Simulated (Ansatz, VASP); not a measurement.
# Y: VASP beside Ansatz

File INCAR:

```
PREC     = Accurate       # precision mode
ENCUT    = 520            # plane-wave cutoff, eV
EDIFF    = 1E-6           # SCF threshold, eV
ISMEAR   = -1             # smearing method
SIGMA    = 0.05           # smearing width, eV
LREAL    = False          # projectors in reciprocal space
LASPH    = True           # aspherical terms in the spheres
NELM     = 100            # most SCF steps
ALGO     = Normal         # electronic algorithm
ISIF     = 2              # what is computed and relaxed
LWAVE    = False          # write WAVECAR
LCHARG   = True           # write CHGCAR
GGA      = CA             # functional
LELF     = True           # ELF
LVHAR    = True         
NBANDS   = 12             # bands
```

File KPOINTS:

```
Automatic mesh
0
Gamma
  13 13 13
```

Contents of POSCAR:

```
Y
1.0
    0.0000000000      2.4514148019      2.4514148019
    2.4514148019      0.0000000000      2.4514148019
    2.4514148019      2.4514148019      0.0000000000
Y
1
Direct
    0.0000000000      0.0000000000      0.0000000000
```

Input for Ansatz:

```yaml
crystal:
  lattice:
    - [0.0, 2.4514148019, 2.4514148019]
    - [2.4514148019, 0.0, 2.4514148019]
    - [2.4514148019, 2.4514148019, 0.0]
  atoms:
    - { symbol: "Y", position: [0.0, 0.0, 0.0] }
kpoints:
  mp_grid: { grid: [13, 13, 13] }
  band_path:
    path:
      - [0.0, 0.0, 0.0]
      - [0.5, 0.0, 0.5]
      - [0.625, 0.25, 0.625]
      - [0.375, 0.375, 0.75]
      - [0.0, 0.0, 0.0]
      - [0.5, 0.5, 0.5]
      - [0.5, 0.25, 0.75]
      - [0.5, 0.0, 0.5]
    npoints: 5
scf:
  occupations: { method: fermi_dirac, width: 0.05 }
hamiltonian:
  xc: lda
  pseudopotentials: { kind: all_electron, lapw: { basis_error: 0.001 } }
output:
  forces: true
  stress: true
  eigenvalues: true
```

Change from the starting cell: volume scaled by 0.96.

Alike in both runs: task single point; functional LDA; k mesh 13 × 13 × 13; occupations fermi-dirac, width 0.05 eV; no spin polarisation.

|  | VASP | Ansatz |
| --- | --- | --- |
| version | VASP 6.6.1 | Ansatz 0.2.0 |
| potentials or method | VASP PAW LDA potentials, release 64 (Y_sv) | all-electron LAPW, scalar-relativistic |
| plane-wave cutoff (eV) | 520 | see its input |

|  | VASP | Ansatz | Ansatz less VASP |
| --- | --- | --- | --- |
| pressure (GPa) | -0.2 | 0.0 | +0.20 |

Ansatz ran all-electron here, so the differences hold the error of VASP's frozen core and of both bases.
